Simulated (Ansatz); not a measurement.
Here is an Ansatz 0.2.0 calculation.

Contents of input.yaml:

```yaml
crystal:
  lattice:
    - [0.0, 2.1315, 2.1315]
    - [2.1315, 0.0, 2.1315]
    - [2.1315, 2.1315, 0.0]
  atoms:
    - { symbol: Co, position: [0.0, 0.0, 0.0], spin: 0.5 }
    - { symbol: O, position: [0.5, 0.5, 0.5] }
hamiltonian:
  xc: pbe
  pseudopotentials: { kind: paw }
magnetization:
  spin_polarized: true
  initial_magnetization: 0.5
  spin_locking: { lock_magnetization: hard }
kpoints:
  mp_grid: { grid: [9, 9, 9] }
scf:
  occupations: { method: fermi_dirac, width: 0.05 }
  lower_state_search: "off"
output:
  forces: true
  stress: true
  eigenvalues: true
```

Potentials or basis: Ansatz PAW.

Launch:

```sh
$ ansatz run input.yaml --threads 2 --pin off --max-ram 5632MiB --backend cpu --events-out ev --progress --plain --runs-dir out
```

**Question.** What does it give for the pressure?

**Answer.** -18.2 GPa.

Caveat: the pressure holds a Pulay correction of +0.7 GPa for the finite cutoff; the total moment is fixed, so each spin has its own Fermi level; a cell with one magnetic atom can't hold antiferromagnetic order, which such compounds often take; the thresholds are loose for stress.
